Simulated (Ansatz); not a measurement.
The elements of this relaxed trial crystal are hidden behind letters.

```
lattice vectors (Å)
   4.2822    0.0000    0.0000
  -2.1411    3.7085    0.0000
   0.0000    0.0000    9.9418
fractional positions
X 0.5387 0.5387 0.5000
X 0.0000 0.4613 0.8333
X 0.4613 0.0000 0.1667
Z 0.5169 0.5169 0.0000
Z 0.4831 0.0000 0.6667
Z 0.0000 0.4831 0.3333
```

The calculation used DFT PBE, scalar-relativistic, plane waves, PAW (Ansatz). Plane waves to 420 eV, a 12×12×4 mesh through Γ for the 6-atom cell and 0.10 eV Gaussian smearing; no spin polarisation.

```
Space group                                : P3_221 (No. 154)
Conventional cell                          : a = 4.282 Å, c = 9.942 Å
Volume per atom                            : 26.31 Å³
Density                                    : 6.04 g/cm³
Energy over the elements                   : −0.52 eV/atom
Gap on the 12×12×4 mesh of the 6-atom cell : 0 eV (the bands meet within 0.015 eV)
```

Energies are uncorrected and count from the elements' standard states at the same level.

Problem. X is a d-block element of period 5 and Z is a p-block element of period 4. Which elements are they?

Solution. X = Cd, Z = Se, so the formula is CdSe. Density times volume gives a mean mass of 6.04 × 26.31/1.6605 = 95.7 u per atom, and this set has 95.7 u. Among the elements that the hints allow, noble gases aside, only these give it. Around Cd lie 4 Se at 2.68–2.75 Å; Se is surrounded by 4 Cd at 2.68–2.75 Å.

The zero gap may come from the functional, which often closes small gaps. Symmetry constrained the relaxation, so the result can be a saddle point. Another cell of CdSe relaxed alike, in Pnma, lies 32 meV/atom lower, so this cell isn't the stable form at this level.
